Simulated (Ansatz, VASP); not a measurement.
# One calculation of Mg3H2, two programs

```
Mg H
1.0
     4.33404    0.00000    0.00000
     0.00000    4.33404    0.00000
     0.00000    0.00000    4.33404
Mg H
3 2
Direct
  0.00000 0.50000 0.50000
  0.50000 0.00000 0.50000
  0.50000 0.50000 0.00000
  0.00000 0.00000 0.00000
  0.50000 0.50000 0.50000
```

Alike in both runs: functional PBE; k mesh 8 × 8 × 8; occupations gaussian, width 0.1 eV; no spin polarisation.

Ansatz relaxed the structure, and its values are those at the end. VASP's run is a single point on that final structure, the one shown.

```csv
,VASP,Ansatz
version,VASP 6.6.1,Ansatz 0.2.0
potentials or method,"VASP PAW PBE potentials, release 64 (Mg, H)","scalar-relativistic, plane waves, PAW"
plane-wave cutoff (eV),520,420
valence electrons in the cell,8,32
```

|  | VASP | Ansatz | Ansatz less VASP |
| --- | --- | --- | --- |
| gap on the k mesh at the Fermi level (eV) | none | none | - |
| pressure (GPa) | -0.1 | 0.0 | +0.13 |

A gap of «none» marks a metal or a gap that the smearing closes. The functional is the same, so the differences come from potentials, cutoffs and numerics. The two sets of potentials don't hold the same shells in valence.
